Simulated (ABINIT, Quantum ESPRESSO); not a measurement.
**GaN: electronic dielectric constant by level of theory**

Symmetry: F-43m, No. 216, cubic system. The conventional cell has a = 4.507 Å, b = 4.507 Å, c = 4.507 Å, α = 90.00°, β = 90.00°, γ = 90.00°. Around Ga (site symmetry -43m) lie 4 N at 1.95 Å. N (site symmetry -43m) has 4 Ga at 1.95 Å as nearest neighbours.

The cell is a database's computed one, not the measured one.

```csv
rung,level,program and potentials,cutoff (eV),k mesh,smearing,task,spin,core time,chip,electronic dielectric constant,notes
GGA,PW91,"Quantum ESPRESSO, PseudoDojo 0.4.1 SR PBE standard",1143,"4 × 4 × 4, shifted",fixed,phonons,off,90 s,Intel Xeon,6.14,coarse mesh; potentials made for PBE; cell relaxed first (11.75 Å³/atom)
GGA,PBE,"Quantum ESPRESSO, PseudoDojo 0.4.1 SR PBE standard",1143,"4 × 4 × 4, shifted",fixed,phonons,off,92 s,Intel Xeon,6.14,coarse mesh; cell relaxed first (11.77 Å³/atom)
GGA,RPBE,"Quantum ESPRESSO, PseudoDojo 0.4.1 SR PBE standard",1143,"4 × 4 × 4, shifted",fixed,phonons,off,95 s,Intel Xeon,6.14,coarse mesh; potentials made for PBE; cell relaxed first (12.04 Å³/atom)
GGA + dispersion,PBE+D3(BJ),"Quantum ESPRESSO, PseudoDojo 0.4.1 SR PBE standard",1143,"8 × 8 × 8, shifted",fixed,phonons,off,10 min,Arm Neoverse V2,6.00,cell relaxed first (11.54 Å³/atom)
LDA,LDA,"Quantum ESPRESSO, PseudoDojo 0.4.1 SR LDA standard",1143,"6 × 6 × 6, shifted",fixed,phonon dispersion,off,19 min,Arm Neoverse V2,5.75,cell relaxed first (11.04 Å³/atom)
GGA,PBE,"Quantum ESPRESSO, PseudoDojo 0.4 FR PBE standard",1143,"8 × 8 × 8, shifted",fixed,dielectric tensor,"SOC, no magnetisation",22 min,Arm Neoverse V1,5.95,-
GGA,PBEsol,"Quantum ESPRESSO, PseudoDojo 0.4 FR PBEsol standard",1143,"8 × 8 × 8, shifted",fixed,dielectric tensor,"SOC, no magnetisation",33 min,Arm Neoverse N1,6.03,-
GGA,PBE,"ABINIT, PseudoDojo NC FR PBE v0.4 standard",980,"4 × 4 × 4, 4 shifts",fixed,dielectric tensor,"SOC, no magnetisation",35 min,Arm Neoverse V1,5.96,-
```

Times are single runs on shared hosts and different chips, so they are rough; meshes, cutoffs and the tasks' sizes weigh on the time. Smearing widths are in eV. Meshes differ between rows, which moves values too. All levels ran on this one cell, unrelaxed unless noted. Meshes are those of the run's cell of 2 atoms unless a note names another. Runs on faulty files, with rough fits or with known faults for this quantity aren't shown.

By rung: LDA in relaxed cells 5.75; GGA + dispersion in relaxed cells 6.00; GGA 5.95 to 6.03; GGA in relaxed cells on coarse meshes 6.14.

The calculated electronic dielectric constants, 5.75 to 6.14, lie above the accepted experimental value for zinc-blende GaN. The likely cause is that semilocal functionals make the gap between the N 2p valence states and the Ga 4s-derived conduction states too small, which lowers the energy cost of virtual transitions and makes the electrons too polarisable.

LDA gives the lowest value in the most compact cell. Compression widens the direct gap of GaN, so the contracted lattice probably contributes, although the functional changes as well. Volume alone doesn't order all the rows: RPBE matches PBE at 6.14 despite its larger cell, and PBEsol exceeds PBE in the common unrelaxed cell. The D3 term has no direct effect on the electronic response at fixed geometry and can act here only through the relaxed structure.

The close agreement between the two spin-orbit PBE calculations, 5.95 and 5.96, suggests that the choice of program matters little, but it doesn't validate PBE's description of screening.
